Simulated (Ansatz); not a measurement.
input.yaml (Ansatz)

```yaml
crystal:
  lattice:
    - [5.5368490435, 0.0, 0.0]
    - [-2.7684245218, 4.7950519285, 0.0]
    - [0.0, 0.0, 3.4400392869]
  atoms:
    - { symbol: In, position: [0.0, 0.0, 0.0] }
    - { symbol: In, position: [0.3333333333, 0.6666666667, 0.5] }
    - { symbol: In, position: [0.6666666667, 0.3333333333, 0.5] }
hamiltonian:
  xc: rpbe
  pseudopotentials:
    kind: paw
    azcp:
      In: "pseudopotentials/In.paw.azcp"
basis:
  ecutwfc: 420
  fft_grid_basis: typed
kpoints:
  mp_grid: { grid: [8, 8, 11], shift: [0, 0, 0] }
magnetization:
  spin_polarized: false
scf:
  occupations: { method: fermi_dirac, width: 0.1 }
  lower_state_search: "off"
output:
  stress: true
```

and its output:

```
Engine: ansatz 0.2.0, aarch64-unknown-linux-gnu
Pseudopotentials: kind: paw
Pseudopotential: In, paw, valence charge 13, recommended cutoff 420 eV (normal) 
Functional definition: RPBE
  parameter kappa = 0.804
  parameter beta = 0.06672455060314922
  exchange = rpbe_x(kappa = kappa, mu = beta*pi^2/3)
  correlation = pbe_c(beta = beta)
Crystal: 3 atoms, lattice volume = 91.331 Å³
Basis set: ecut = 420 eV, 1763 PW (Γ)
Bands: 24, of which v1, the nominal top of the filled ones, is band 20 counted from 1 (19 counted from 0)
Symmetry: 24 space group operations
Space group: P6/mmm (ITA 191), of the structure as read, at distance tolerance 4.5e-5 Å
k-points: 60 of 704
Non-local potential: In, projectors of the file, l = 0: 2, l = 1: 2, l = 2: 2, l = 3: 2
PAW form: soft (Blöchl's): semilocal exchange-correlation on the pseudo side does not see the compensation charge
PAW frozen core: In, regenerated for the run's functional, and the local potential with it (the file was generated under x = pbe(κ = 0.804, μ = 0.2195149727645171), c = pbe(β = 0.06672455060314922))
PAW one-centre angular grid: In, 590 points (default); XC on 64 Gauss nodes
Initial density: superposition of atomic densities (neutral atoms: chi_scale 0, normalization atom), corrected by the library's trained network
Initial wavefunctions: pseudopotential atomic-orbital guess
Functional: x = rpbe, c = pbe(β = 0.06672455060314922)
SCF iter   1: F=—  HF=-16818.754898 eV  |F-HF|=—  |Δ(HF+E_count)|=         —  Δρ=3.62e-3  dr2=7.84e-3  ethr=1.77e-3  ⟨swp⟩=5.6  Hψ=6212  notcnv=0
SCF iter   2: F=—  HF=-16818.751018 eV  |F-HF|=—  |Δ(HF+E_count)|=   3.88e-3  Δρ=1.11e-3  dr2=1.11e-3  ethr=2.01e-5  ⟨swp⟩=2.0  Hψ=2870  notcnv=0
SCF iter   3: F=—  HF=-16818.751041 eV  |F-HF|=—  |Δ(HF+E_count)|=   2.27e-5  Δρ=4.91e-4  dr2=2.94e-4  ethr=2.85e-6  ⟨swp⟩=1.5  Hψ=1499  notcnv=0
SCF iter   4: F=—  HF=-16818.751075 eV  |F-HF|=—  |Δ(HF+E_count)|=   3.41e-5  Δρ=1.21e-4  dr2=1.68e-5  ethr=7.55e-7  ⟨swp⟩=2.2  Hψ=1920  notcnv=0
SCF iter   5: F=—  HF=-16818.751072 eV  |F-HF|=—  |Δ(HF+E_count)|=   2.34e-6  Δρ=1.56e-5  dr2=2.67e-7  ethr=4.30e-8  ⟨swp⟩=2.0  Hψ=2616  notcnv=0
SCF iter   6: F=-16818.751072 eV  HF=-16818.751072 eV  |F-HF|=2.84e-9  |Δ(HF+E_count)|=   3.48e-8  Δρ=5.33e-6  dr2=1.54e-8  ethr=2.56e-10  ⟨swp⟩=4.3  Hψ=5090  notcnv=0
SCF 1 converged in 6 iterations: F = -16818.751072 eV  dr2 = 1.54e-8
SCF converged after 6 iterations
Free energy (F): -16818.751072 eV
Harris-Foulkes:  -16818.751072 eV  (|F-HF|=2.84e-9)
Internal energy: -16818.684870 eV  (E = F + TS)
E sigma→0 (E₀):  -16818.717971 eV
Entropy (-TS):   -0.066202 eV (-22.067 meV/atom)
Fermi energy:    8.482180 eV
--- Per-component energies (eV) ---
  E_band       = -138.917512
  E_kinetic    = 719.334820
  E_local      = -3510.711788  (includes V_loc(G=0)·N_el)
  E_nonlocal   = 1097.044963
  E_hartree    = 1373.242220
  E_xc         = -647.386428
  E_vxc        = -295.612081  (∫ρ·V_xc dr)
  E_paw        = -12480.187536  (= ΣΔE_a)
  E_vpaw       = -895.458664  (= ΣTr[D̂ρ^β])
  E_aug_tail   = 0.000077  (compensation charges beyond the density's cutoff)
  E_ewald      = -3370.223269
  E_core_change = 0.202069  (= ΣΔE_core)
  E_smearing   = -0.066202  (= −TS)
  E_closure    = -0.000000  (closes the sum)
  Σ components = -16818.751072   (vs F -16818.751072, Δ=0.00e0)
--- Stress (GPa, compression-positive) ---
       -0.776091      -0.000000       0.000000
        0.000000      -0.776091       0.000000
        0.000000       0.000000      -1.057304
  P = ⅓ Tr σ = -0.8698 GPa (-8.698 kbar)
```
